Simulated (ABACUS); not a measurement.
## Fe: equation of state with M06-L

The system is Fe.

```
Fe
1.0
    -1.44300    1.44300    1.44300
     1.44300   -1.44300    1.44300
     1.44300    1.44300   -1.44300
Fe
1
Direct
  0.00000 0.00000 0.00000
```

```json
{
 "Program": "ABACUS 3.10.1",
 "Task": "equation of state",
 "Functional": "M06-L",
 "Potentials or basis": "SG15 ONCV 1.2 PBE",
 "Cutoff": "1415 eV",
 "Density cutoff": "5660 eV",
 "Basis": "plane waves",
 "k mesh": "8 × 8 × 8",
 "Occupations": "fermi-dirac, width 0.05 eV",
 "Spin": "collinear spin, ferromagnetic start",
 "Starting moments": "[3.0] μB",
 "Radial cutoff of the potentials (pseudo_rcut)": "10 bohr",
 "SCF threshold on the density": "1e-08",
 "Max SCF steps": "100",
 "Eigensolver": "dav",
 "Mixing": "broyden",
 "Mixing share": "0.4",
 "Symmetry key": "1"
}
```

```
Equilibrium volume : 12.04 Å³/atom (rough: see the caveat)
Bulk modulus       : 180 GPa (rough)
```

Energy against volume, from the lowest point:
```
volume (Å³/atom)  energy (meV/atom)
          11.298              23.24
          11.778               1.03
          12.259               0.00
          12.740              20.45
```

All runs of the series together: 69 s on 4 threads of Intel(R) Xeon(R) Platinum 8488C (Sapphire Rapids) (shared host).

Caveat: the k mesh is coarse (spacing up to 0.38 Å⁻¹), so the values aren't converged; the fit is doubtful: noisy points or a state that changes with volume; the potentials were made for another functional, which shifts forces and pressure.
